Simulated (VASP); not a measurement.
Input of a VASP 6.6.1 run:

File POSCAR:

```
Sc
1.0
    0.0000000000      2.2600000000      2.2600000000
    2.2600000000      0.0000000000      2.2600000000
    2.2600000000      2.2600000000      0.0000000000
Sc
1
Cartesian
    0.0000000000      0.0000000000      0.0000000000
```

File INCAR.step1:

```
ALGO = Normal
EDIFF = 1E-5
ENCUT = 520
GGA = PE
ISIF = 2
ISMEAR = 2
LASPH = T
LCHARG = F
LREAL = F
LWAVE = T
NBANDS = 18
NELM = 60
PREC = Accurate
SIGMA = 0.2
```

INCAR.step2

```
ALGO = Normal
CSHIFT = 0.1
EDIFF = 1E-6
ENCUT = 520
ISIF = 2
ISMEAR = 2
ISTART = 1
LASPH = T
LCHARG = F
LOPTICS = T
LREAL = F
LWAVE = F
METAGGA = LMBJ
NBANDS = 18
NEDOS = 2000
NELM = 60
PREC = Accurate
SIGMA = 0.2
```

File KPOINTS:

```
k-points
0
Gamma
  10 10 10
```

Potentials or basis: VASP PAW PBE potentials, release 64 (Sc_sv).

Command:

```console
$ cat potpaw_PBE.64/Sc_sv/POTCAR > POTCAR
$ cp INCAR.step1 INCAR
$ mpirun -np 1 vasp_std > vasp.out
$ cp INCAR.step2 INCAR
$ mpirun -np 1 vasp_std > vasp.out
```

Task: Estimate the band gap on the k mesh.

Result: None (metal or under the smearing width).

Dielectric function (mean over the directions given):
```csv
energy (eV),real part,imaginary part
0.29,56.51,28.63
1.25,9.86,26.95
2.31,-3.26,15.63
3.37,-3.59,10.13
4.33,-3.58,3.52
5.39,0.43,2.49
6.44,-2.42,2.86
7.50,-0.83,2.97
8.46,-0.80,1.49
9.52,-0.55,0.98
10.58,-0.12,0.80
11.64,-0.23,0.74
12.60,0.00,0.58
13.66,0.24,0.21
14.72,0.65,0.22
15.77,0.62,0.14
16.73,0.61,0.42
17.79,0.74,0.12
18.85,0.89,0.06
19.91,0.99,0.05
```

Caveat: spectra need much finer meshes, so this one isn't converged; independent-particle spectra lack excitons; the intraband (Drude) part of a metal's response may be missing.
